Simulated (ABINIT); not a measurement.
# A GW chain in ABINIT: BeTe (F-43m), part 2 of 3

Aim: the G0W0 gap of BeTe (F-43m) on PBE with spin-orbit coupling, step by step.

ABINIT 10.8.3; PBE and many-body steps on it, plane waves. Known limits of the many-body steps: not at the basis limit; screening head approximate; coarse k mesh.

So far. Step 2 (Ground state): The gap is indirect, with the least direct gap 1.58 eV higher.

## 3. Bands along the symmetry lines

Level of this step: DFT, PBE with spin-orbit coupling, plane waves, norm-conserving pseudopotentials (ABINIT).

Levels along a band path, at the cheap level, show where the edges lie and whether the meshes to come will hold them.

File run.abi:

```
acell 3*1.0 Angstrom
rprim 
  -0.000000000000 2.831458787600 2.831458787600
  2.831458787600 0.000000000000 2.831458787600
  2.831458787600 2.831458787600 0.000000000000
ntypat 2
znucl 4 52
natom 2
typat 1 2
xred 
  0.000000000000 0.000000000000 0.000000000000
  0.750000000000 0.750000000000 0.750000000000
pp_dirpath "pseudos"
pseudos "Be.upf, Te.upf"
ecut 49
nspinor 2
iscf -2
irdden 1
kptopt 0
nkpt 26
kpt 
  0.00000000 0.00000000 0.00000000
  -0.12500000 -0.12500000 0.00000000
  -0.25000000 -0.25000000 0.00000000
  -0.37500000 -0.37500000 0.00000000
  -0.50000000 -0.50000000 0.00000000
  -0.46875000 -0.46875000 0.06250000
  -0.43750000 -0.43750000 0.12500000
  -0.40625000 -0.40625000 0.18750000
  -0.37500000 -0.37500000 0.25000000
  -0.37500000 0.00000000 0.37500000
  -0.28125000 0.00000000 0.28125000
  -0.18750000 0.00000000 0.18750000
  -0.09375000 0.00000000 0.09375000
  0.00000000 0.00000000 0.00000000
  0.00000000 0.00000000 0.12500000
  0.00000000 0.00000000 0.25000000
  0.00000000 0.00000000 0.37500000
  -0.00000000 -0.00000000 0.50000000
  -0.12500000 -0.06250000 0.43750000
  -0.25000000 -0.12500000 0.37500000
  -0.37500000 -0.18750000 0.31250000
  -0.50000000 -0.25000000 0.25000000
  -0.50000000 -0.31250000 0.18750000
  -0.50000000 -0.37500000 0.12500000
  -0.50000000 -0.43750000 0.06250000
  -0.50000000 -0.50000000 0.00000000
istwfk *1
nband 44
nbdbuf 6
tolwfr 1e-08
nstep 40
prtwf 0
prtvol 0
indata_prefix "in"
outdata_prefix "out"
tmpdata_prefix "tmp"
```

Command:

```
$ OMP_NUM_THREADS=1 mpirun -n 8 abinit run.abi > log
```

Numbers of over 12 decimals in the logs are rounded to 6 here.

Output:

```text
.Version 10.8.3 of ABINIT. v10.8.2 released Aug 2026.

 Symmetries : space group F-4 3 m (#216); Bravais cF (face-center cubic)
[... echo of the input left out ...]
== DATASET  1 ==================================================================
-   mpi_nproc: 8, omp_nthreads: 1 (-1 if OMP is not activated)

--- !DatasetInfo
iteration_state: {dtset: 1, }
dimensions: {natom: 2, nkpt: 26, mband: 44, nsppol: 1, nspinor: 2, nspden: 1, mpw: 5044, }
cutoff_energies: {ecut:  49.0, pawecutdg:  -1.0, }
electrons: {nelect:   2.80000000E+01, charge:   0.00000000E+00, occopt:   1.00000000E+00, tsmear:   1.00000000E-02, }

 Real(R)+Recip(G) space primitive vectors, cartesian coordinates (Bohr,Bohr^-1):
 R(1)=  0.0000000  5.3506816  5.3506816  G(1)= -0.0934460  0.0934460  0.0934460
 R(2)=  5.3506816  0.0000000  5.3506816  G(2)=  0.0934460 -0.0934460  0.0934460
 R(3)=  5.3506816  5.3506816  0.0000000  G(3)=  0.0934460  0.0934460 -0.0934460
 Unit cell volume ucvol=  3.0637783E+02 bohr^3
 Angles (23,13,12)=  6.00000000E+01  6.00000000E+01  6.00000000E+01 degrees

 getcut: wavevector=  0.0000  0.0000  0.0000  ngfft=  48  48  48
         ecut(hartree)=     49.000   => boxcut(ratio)=   2.01305

--- Pseudopotential description ------------------------------------------------
- Be Generated using ONCVPSP code by D. R. Hamann
-  4.00000   4.00000  180506                  znucl, zion, pspdat
12 -101130 1 -1 1358                          pspcod,pspxc,lmax,lloc,mmax
     nproj     2     2     0     0
     spin-orbit psp
        nprojso     3     0     0
  pspatm : epsatm=    2.91773363
         --- l  ekb(1:nproj) -->
             0   -8.382669   -2.922455
             1   -3.167448   -0.761539
  spin-orbit 1    0.002504   -0.000746    0.000303
 pspatm: atomic psp has been read  and splines computed

- Te Generated using ONCVPSP code by D. R. Hamann
- 52.00000  24.00000  180506                  znucl, zion, pspdat
12 -101130 2 -1 1324                          pspcod,pspxc,lmax,lloc,mmax
     nproj     2     4     2     0
     spin-orbit psp
        nprojso     4     4     0
  pspatm : epsatm=   29.25368682
         --- l  ekb(1:nproj) -->
             0   -0.390379    9.116819
             1    3.247198   -0.734078    0.001154   -0.000653
[...]
spin-orbit 1    0.640020   -0.070179    0.052920   -0.003021
  spin-orbit 2    0.069297    0.023186   -0.000392   -0.000053
 pspatm: atomic psp has been read  and splines computed

--------------------------------------------------------------------------------

================================================================================
 prteigrs : about to open file out_EIG
 Non-SCF case, kpt    1 (  0.00000  0.00000  0.00000), residuals and eigenvalues=
  4.92E-09  5.73E-09  4.46E-09  6.19E-09  2.04E-09  2.62E-09  4.66E-09  7.49E-09
  9.19E-10  8.83E-09  9.74E-10  1.97E-09  3.41E-09  6.48E-09  2.76E-09  6.46E-09
[...]
6.4242E-01  6.4274E-01
 Non-SCF case, kpt    3 ( -0.25000 -0.25000  0.00000), residuals and eigenvalues=
[...]
1.72E-08  6.59E-08  1.69E-06  4.41E-06
[...]
6.9959E-01  7.0032E-01
[...]
Non-SCF case, kpt   25 ( -0.50000 -0.43750  0.06250), residuals and eigenvalues=
[...]
7.0793E-01  7.1558E-01
 Non-SCF case, kpt   26 ( -0.50000 -0.50000  0.00000), residuals and eigenvalues=
[...]
3.0450E-01  3.0450E-01  5.5275E-01  5.5275E-01  5.6585E-01  5.6585E-01
  6.2878E-01  6.2878E-01  6.7727E-01  6.7729E-01  7.0621E-01  7.0645E-01
  7.0771E-01  7.0788E-01

--- !ResultsGS
iteration_state: {dtset: 1, }
comment   : Summary of ground state results
lattice_vectors:
- [ -0.0000000,   5.3506816,   5.3506816, ]
- [  5.3506816,   0.0000000,   5.3506816, ]
- [  5.3506816,   5.3506816,   0.0000000, ]
lattice_lengths: [   7.56701,    7.56701,    7.56701, ]
lattice_angles: [ 60.000,  60.000,  60.000, ] # degrees, (23, 13, 12)
lattice_volume:   3.0637783E+02
convergence: {deltae:  0.000E+00, res2:  0.000E+00, residm:  9.985E-09, diffor:  0.000E+00, }
etotal    :  -2.95276172E+02
entropy   :   0.00000000E+00
fermie    :   2.15724692E-01
cartesian_stress_tensor: null
pressure_GPa: null
xred      :
- [  0.0000E+00,   0.0000E+00,   0.0000E+00, Be]
- [  7.5000E-01,   7.5000E-01,   7.5000E-01, Te]
cartesian_forces: null
force_length_stats: {min: null, max: null, mean: null, }

 Integrated electronic density in atomic spheres:
 ------------------------------------------------
 Atom  Sphere_radius  Integrated_density
[...]
================================================================================

 ----iterations are completed or convergence reached----

 Mean square residual over all n,k,spin=   43.733E-10; max=  99.853E-10
 reduced coordinates (array xred) for    2 atoms
       0.000000000000      0.000000000000      0.000000000000
       0.750000000000      0.750000000000      0.750000000000

 cartesian coordinates (angstrom) at end:
[...]
length scales=  1.889726125908  1.889726125908  1.889726125908 bohr
              =  1.000000000000  1.000000000000  1.000000000000 angstroms
 prteigrs : about to open file out_EIG
 Eigenvalues (hartree) for nkpt=  26  k points:
 kpt#   1, nband= 44, wtk=  1.00000, kpt=  0.0000  0.0000  0.0000 (reduced coord)
[...]
kpt#   2, nband= 44, wtk=  1.00000, kpt= -0.1250 -0.1250  0.0000 (reduced coord)
[...]
kpt#   3, nband= 44, wtk=  1.00000, kpt= -0.2500 -0.2500  0.0000 (reduced coord)
[...]
kpt#  25, nband= 44, wtk=  1.00000, kpt= -0.5000 -0.4375  0.0625 (reduced coord)
[...]
0.69217    0.69266    0.70793    0.71558
 kpt#  26, nband= 44, wtk=  1.00000, kpt= -0.5000 -0.5000  0.0000 (reduced coord)
[...]
0.10294    0.10294    0.11744    0.11744    0.27947    0.27947    0.30450    0.30450
   0.55275    0.55275    0.56585    0.56585    0.62878    0.62878    0.67727    0.67729
   0.70621    0.70645    0.70771    0.70788

== END DATASET(S) ==============================================================
================================================================================

 -outvars: echo values of variables after computation  --------
            nband          44
             nkpt          26
          spgroup         216
 [... the other variables as echoed above ...]

 Calculation completed.
```

It took 58 s on 8 MPI ranks of Arm Neoverse N1, shared host; peak memory 0.73 GiB; 7.7 min of CPU time.

Numbers from this step:

- gap: 1.735 eV
- k of the valence top: 0, 0, 0
- k of the conduction bottom: -0.5, -0.5, 0
- least direct gap: 3.319 eV

The gap is 1.735 eV, as in the run before at this level.

Electronic bands along the path, in eV, zero at the top of the highest filled band:

```tsv
point	band 25	band 26	band 27	band 28	band 29	band 30	band 31	band 32
Γ	0.00	0.00	0.00	0.00	3.32	3.32	3.38	3.38
halfway	-2.10	-2.10	-1.71	-1.71	2.36	2.36	4.12	4.12
X	-3.07	-3.07	-2.67	-2.67	1.73	1.73	2.42	2.42
halfway	-3.48	-3.34	-2.73	-2.71	2.05	2.07	3.04	3.12
U	-4.24	-3.94	-2.46	-2.44	2.44	2.47	4.93	5.04
jump to K	-4.24	-3.94	-2.46	-2.44	2.44	2.47	4.93	5.04
halfway	-2.60	-2.43	-0.93	-0.91	3.76	3.76	4.37	4.39
Γ	0.00	0.00	0.00	0.00	3.32	3.32	3.38	3.38
halfway	-1.20	-1.20	-0.69	-0.69	3.01	3.01	4.17	4.17
L	-1.66	-1.66	-1.15	-1.15	2.76	2.76	4.30	4.30
halfway	-3.24	-3.08	-2.17	-2.06	3.90	3.93	4.04	4.21
W	-4.18	-3.72	-3.40	-3.34	4.95	4.99	5.27	5.27
halfway	-3.55	-3.35	-3.07	-3.05	2.75	2.76	3.34	3.41
X	-3.07	-3.07	-2.67	-2.67	1.73	1.73	2.42	2.42
```

## 4. Empty states on the mesh, 4×4×4 mesh, 224 bands

The sums over transitions need many empty states on a uniform mesh; this step solves for them.

File run.abi:

```
acell 3*1.0 Angstrom
rprim 
  -0.000000000000 2.831458787600 2.831458787600
  2.831458787600 0.000000000000 2.831458787600
  2.831458787600 2.831458787600 0.000000000000
ntypat 2
znucl 4 52
natom 2
typat 1 2
xred 
  0.000000000000 0.000000000000 0.000000000000
  0.750000000000 0.750000000000 0.750000000000
pp_dirpath "pseudos"
pseudos "Be.upf, Te.upf"
ecut 49
nspinor 2
ngkpt 4 4 4
nshiftk 1
shiftk 0 0 0
kptopt 1
chksymbreak 0
iscf -2
irdden 1
istwfk *1
nband 224
nbdbuf 20
tolwfr 1e-09
nstep 60
prtvol 0
indata_prefix "in"
outdata_prefix "out"
tmpdata_prefix "tmp"
```

Output:

```text
.Version 10.8.3 of ABINIT. v10.8.2 released Aug 2026.

 Symmetries : space group F-4 3 m (#216); Bravais cF (face-center cubic)
[... echo of the input left out ...]
== DATASET  1 ==================================================================
-   mpi_nproc: 8, omp_nthreads: 1 (-1 if OMP is not activated)

--- !DatasetInfo
iteration_state: {dtset: 1, }
dimensions: {natom: 2, nkpt: 8, mband: 224, nsppol: 1, nspinor: 2, nspden: 1, mpw: 5044, }
cutoff_energies: {ecut:  49.0, pawecutdg:  -1.0, }
electrons: {nelect:   2.80000000E+01, charge:   0.00000000E+00, occopt:   1.00000000E+00, tsmear:   1.00000000E-02, }

 Real(R)+Recip(G) space primitive vectors, cartesian coordinates (Bohr,Bohr^-1):
 R(1)=  0.0000000  5.3506816  5.3506816  G(1)= -0.0934460  0.0934460  0.0934460
 R(2)=  5.3506816  0.0000000  5.3506816  G(2)=  0.0934460 -0.0934460  0.0934460
 R(3)=  5.3506816  5.3506816  0.0000000  G(3)=  0.0934460  0.0934460 -0.0934460
 Unit cell volume ucvol=  3.0637783E+02 bohr^3
 Angles (23,13,12)=  6.00000000E+01  6.00000000E+01  6.00000000E+01 degrees

 getcut: wavevector=  0.0000  0.0000  0.0000  ngfft=  48  48  48
         ecut(hartree)=     49.000   => boxcut(ratio)=   2.01305

--- Pseudopotential description ------------------------------------------------
- Be Generated using ONCVPSP code by D. R. Hamann
-  4.00000   4.00000  180506                  znucl, zion, pspdat
12 -101130 1 -1 1358                          pspcod,pspxc,lmax,lloc,mmax
     nproj     2     2     0     0
     spin-orbit psp
        nprojso     3     0     0
  pspatm : epsatm=    2.91773363
         --- l  ekb(1:nproj) -->
             0   -8.382669   -2.922455
             1   -3.167448   -0.761539
  spin-orbit 1    0.002504   -0.000746    0.000303
 pspatm: atomic psp has been read  and splines computed

- Te Generated using ONCVPSP code by D. R. Hamann
- 52.00000  24.00000  180506                  znucl, zion, pspdat
12 -101130 2 -1 1324                          pspcod,pspxc,lmax,lloc,mmax
     nproj     2     4     2     0
     spin-orbit psp
        nprojso     4     4     0
  pspatm : epsatm=   29.25368682
         --- l  ekb(1:nproj) -->
             0   -0.390379    9.116819
             1    3.247198   -0.734078    0.001154   -0.000653
[...]
spin-orbit 1    0.640020   -0.070179    0.052920   -0.003021
  spin-orbit 2    0.069297    0.023186   -0.000392   -0.000053
 pspatm: atomic psp has been read  and splines computed

--------------------------------------------------------------------------------

================================================================================
 prteigrs : about to open file out_EIG
 Non-SCF case, kpt    1 (  0.00000  0.00000  0.00000), residuals and eigenvalues=
  3.42E-10  5.46E-10  3.89E-10  5.09E-10  4.33E-10  6.03E-10  6.17E-10  8.71E-10
  1.28E-10  6.22E-10  2.17E-10  3.53E-10  4.07E-10  4.48E-10  2.98E-10  5.40E-10
  3.34E-10  4.01E-10  4.47E-10  6.74E-10  1.26E-10  2.22E-10  1.34E-10  3.87E-10
[...]
-5.6280E+00 -5.6280E+00 -4.0411E+00 -4.0411E+00 -3.6844E+00 -3.6844E+00
 -3.6844E+00 -3.6844E+00 -3.4840E+00 -3.4840E+00 -1.1555E+00 -1.1555E+00
 -1.1555E+00 -1.1555E+00 -1.1019E+00 -1.1019E+00 -1.1016E+00 -1.1016E+00
[...]
3.2883E+00  3.2883E+00  3.2883E+00  3.2883E+00  3.3441E+00  3.3441E+00
  3.3441E+00  3.3442E+00  3.3593E+00  3.3595E+00  3.3766E+00  3.3774E+00
  3.3802E+00  3.3838E+00
 prteigrs : prtvol=0 or 1, do not print more k-points.

--- !ResultsGS
iteration_state: {dtset: 1, }
comment   : Summary of ground state results
lattice_vectors:
- [ -0.0000000,   5.3506816,   5.3506816, ]
- [  5.3506816,   0.0000000,   5.3506816, ]
- [  5.3506816,   5.3506816,   0.0000000, ]
lattice_lengths: [   7.56701,    7.56701,    7.56701, ]
lattice_angles: [ 60.000,  60.000,  60.000, ] # degrees, (23, 13, 12)
lattice_volume:   3.0637783E+02
convergence: {deltae:  0.000E+00, res2:  0.000E+00, residm:  9.942E-10, diffor:  0.000E+00, }
etotal    :  -2.95276172E+02
entropy   :   0.00000000E+00
fermie    :   2.15724692E-01
cartesian_stress_tensor: null
pressure_GPa: null
xred      :
- [  0.0000E+00,   0.0000E+00,   0.0000E+00, Be]
- [  7.5000E-01,   7.5000E-01,   7.5000E-01, Te]
cartesian_forces: null
force_length_stats: {min: null, max: null, mean: null, }

 Integrated electronic density in atomic spheres:
 ------------------------------------------------
 Atom  Sphere_radius  Integrated_density
[...]
================================================================================

 ----iterations are completed or convergence reached----

 Mean square residual over all n,k,spin=   36.628E-11; max=  99.422E-11
 reduced coordinates (array xred) for    2 atoms
       0.000000000000      0.000000000000      0.000000000000
       0.750000000000      0.750000000000      0.750000000000

 cartesian coordinates (angstrom) at end:
    1      0.000000     0.000000     0.000000
    2      4.247188     4.247188     4.247188
 length scales=  1.889726125908  1.889726125908  1.889726125908 bohr
              =  1.000000000000  1.000000000000  1.000000000000 angstroms
 prteigrs : about to open file out_EIG
 Eigenvalues (hartree) for nkpt=   8  k points:
 kpt#   1, nband=224, wtk=  0.01563, kpt=  0.0000  0.0000  0.0000 (reduced coord)
[...]
3.28830    3.28830    3.28830    3.28830    3.28830    3.28830    3.34409    3.34409
   3.34413    3.34415    3.35927    3.35953    3.37661    3.37739    3.38023    3.38377
 prteigrs : prtvol=0 or 1, do not print more k-points.

== END DATASET(S) ==============================================================
================================================================================

 -outvars: echo values of variables after computation  --------
            nband         224
             nkpt           8
          spgroup         216
 [... the other variables as echoed above ...]

 Calculation completed.
```

Elapsed: 4 min, on 8 MPI ranks; peak memory 0.88 GiB; 31 min of CPU time.

This step gave:

```
gap                                                           : 1.735 eV
k of the valence top                                          : 0, 0, 0
k of the conduction bottom                                    : 0.5, 0.5, 0
least direct gap                                              : 3.319 eV
k points computed                                             : 8
lowest point of the top converged band, above the valence top : 79.3440 eV
```

On this mesh the gap is 1.735 eV.

## 5. Screening, 4×4×4 mesh, 204 bands, screening to 149.7 eV

The RPA dielectric matrix is built and inverted for each q.

This step: RPA screening on PBE with spin-orbit coupling, plane waves, norm-conserving pseudopotentials.

run.abi: that of step 4 with these lines changed.

```diff
@@ -21,10 +21,11 @@
 chksymbreak 0
-iscf -2
-irdden 1
 istwfk *1
-nband 224
-nbdbuf 20
-tolwfr 1e-09
-nstep 60
-prtvol 0
+occopt 1
+irdwfk 1
+optdriver 3
+nband 204
+ecuteps 5.5
+inclvkb 0
+awtr 1
+symchi 1
 indata_prefix "in"
```

Output:

```text
.Version 10.8.3 of ABINIT. v10.8.2 released Aug 2026.

 Symmetries : space group F-4 3 m (#216); Bravais cF (face-center cubic)
[... echo of the input left out ...]
== DATASET  1 ==================================================================
-   mpi_nproc: 8, omp_nthreads: 1 (-1 if OMP is not activated)

--- !DatasetInfo
iteration_state: {dtset: 1, }
dimensions: {natom: 2, nkpt: 8, mband: 204, nsppol: 1, nspinor: 2, nspden: 1, mpw: 5044, }
cutoff_energies: {ecut:  49.0, pawecutdg:  -1.0, }
electrons: {nelect:   2.80000000E+01, charge:   0.00000000E+00, occopt:   1.00000000E+00, tsmear:   1.00000000E-02, }

 SCREENING: Calculation of the susceptibility and dielectric matrices

 Based on a program developped by R.W. Godby, V. Olevano, G. Onida, and L. Reining.
 Incorporated in ABINIT by V. Olevano, G.-M. Rignanese, and M. Torrent.
.Using double precision arithmetic ; gwpc =  8

[... cell and pseudopotentials left out ...]
--------------------------------------------------------------------------------

 ==== K-mesh for the wavefunctions ====
 Number of points in the irreducible wedge :     8
[... list of points left out ...]
 Together with 24 symmetry operations and time-reversal symmetry
 yields    64 points in the full Brillouin Zone.

 ==== Q-mesh for the screening function ====
 Number of points in the irreducible wedge :     8
[... list of points left out ...]
 Together with 24 symmetry operations and time-reversal symmetry
 yields    64 points in the full Brillouin Zone.

 setmesh: FFT mesh size selected  =    32x   32x   32
          total number of points  =        32768

 vcoul_init : cutoff-mode = AUXILIARY_FUNCTION
 q-points for optical limit:   1
     1)      0.000010    0.000020    0.000030

- screening: taking advantage of time-reversal symmetry
- Maximum band index for partially occupied states nbvw = 28
- Remaining bands to be divided among processors   nbcw = 176
- Number of bands treated by each node ~22

 Number of electrons calculated from density =   28.0000; Expected =   28.0000
 average of density, n =  0.091390
 r_s =    1.3772
 omega_plasma =   29.1612 [eV]

 calculating chi0 at frequencies [eV] :
  1    0.000000E+00    0.000000E+00
  2    0.000000E+00    2.916124E+01

--------------------------------------------------------------------------------
  q-point number  1        q = ( 0.000000, 0.000000, 0.000000) [r.l.u.]
--------------------------------------------------------------------------------
[... chi0 elements left out ...]
 For q-point:  0.000010 0.000020 0.000030
  dielectric constant =   9.4480
  dielectric constant without local fields =  10.8474

  Average fulfillment of the sum rule on Im[epsilon] for q-point    1 :     60.49  [%]
[... wings left out ...]
  q-point number  2        q = ( 0.250000, 0.000000, 0.000000) [r.l.u.]
--------------------------------------------------------------------------------
[... chi0 elements left out ...]
  Average fulfillment of the sum rule on Im[epsilon] for q-point    2 :     72.26  [%]

 [... 6 further q-points ...]
```

Wall time 8.2 min (8 MPI ranks); peak memory 4.3 GiB.

Numbers from this step:

```yaml
eps_infinity_with_local_fields_on_this_mesh_along_the_program_s_q_direction: 9.448
the_same_without_local_fields: 10.85
plasma_frequency: 29.16 eV
plane_waves_in_the_screening_matrix: 169
```

Local fields lower ε∞ by 13 %. On a Γ-centred mesh this coarse the value itself is usually too large, while a short band sum pulls it down.

(Continued in part 3 of 3.)

[Paths, hosts, dates, memory and timing lines, banners, echoed tables and standing remarks are left out of the program output.]

[Logs are printed without paths, hosts, clocks, repeated set-up lines and the standing remarks that a program may print on its own settings, such as how far it seeks lower states.]

[Runs of the session that timed out or met a known fault of the program may be left out.]

[Hosts, paths, dates, database ids (printed as entryN), source tags and the programs' standing remarks are cut or masked in the printed files.]

[G0W0 gaps are taken among the corrected bands and points alone; a level outside them can change the order at an edge.]

[Where Ansatz stands beside ABINIT at settings called matched, ABINIT's density can come from a denser mesh and the files from another edition; pairs whose starting gaps differed by over 0.03 eV were left out, so agreement reads better than it is.]
